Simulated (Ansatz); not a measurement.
# HCl: the cost of one run

Method: reference: DFT, HSE06, plane waves, PAW, in Ansatz 0.2.0.

2 further runs of the same task are left out: 2 that didn't finish.

**1. The structure to begin with**

It takes space group I4/mmm (No. 139, tetragonal). The conventional cell has a = 4.820 Å, b = 4.820 Å, c = 3.061 Å, α = 90.00°, β = 90.00°, γ = 90.00°. H (site symmetry 4/mmm) is surrounded by 2 Cl at 1.53 Å. Cl (site symmetry 4/mmm) has 2 H at 1.53 Å as nearest neighbours.

Coordinates:

```cif
data_structure
_symmetry_space_group_name_H-M 'I4/mmm'
_symmetry_Int_Tables_number 139
_cell_length_a 4.8200
_cell_length_b 4.8200
_cell_length_c 3.0608
_cell_angle_alpha 90.000
_cell_angle_beta 90.000
_cell_angle_gamma 90.000
_cell_volume 71.11
loop_
_atom_site_label
_atom_site_type_symbol
_atom_site_symmetry_multiplicity
_atom_site_Wyckoff_symbol
_atom_site_fract_x
_atom_site_fract_y
_atom_site_fract_z
_atom_site_occupancy
H1 H 2 a 0.00000 0.00000 0.00000 1
Cl1 Cl 2 b 0.00000 0.00000 0.50000 1
```

**2. Baseline**

Input file input.yaml:

```yaml
crystal:
  lattice:
    - [0.0, 3.4081898358, 3.4083410983]
    - [1.5304107753, 0.0, 3.4083410983]
    - [1.5304107753, 3.4081898358, 0.0]
  atoms:
    - { symbol: H, position: [0.0, 0.0, 0.0] }
    - { symbol: Cl, position: [0.5, 0.5, 0.5] }
kpoints:
  mp_grid: { grid: [4, 4, 4] }
hamiltonian:
  xc: hse06
scf:
  occupations: { method: fixed }
  n_extra_bands: 4
output:
  forces: true
  stress: true
  eigenvalues: true
  write_density: true
  write_potential: true
  elf: true
  volumetric_format: npy
```

The run is started by

```console
ansatz run input.yaml --threads 4 --pin off --max-ram 3686MiB --backend cpu --events-out ev --progress --plain --runs-dir out
```

What time and memory should one allow on 4 threads of Arm Neoverse N1, shared host?

About 6.8 s, with a peak of 0.57 GiB.
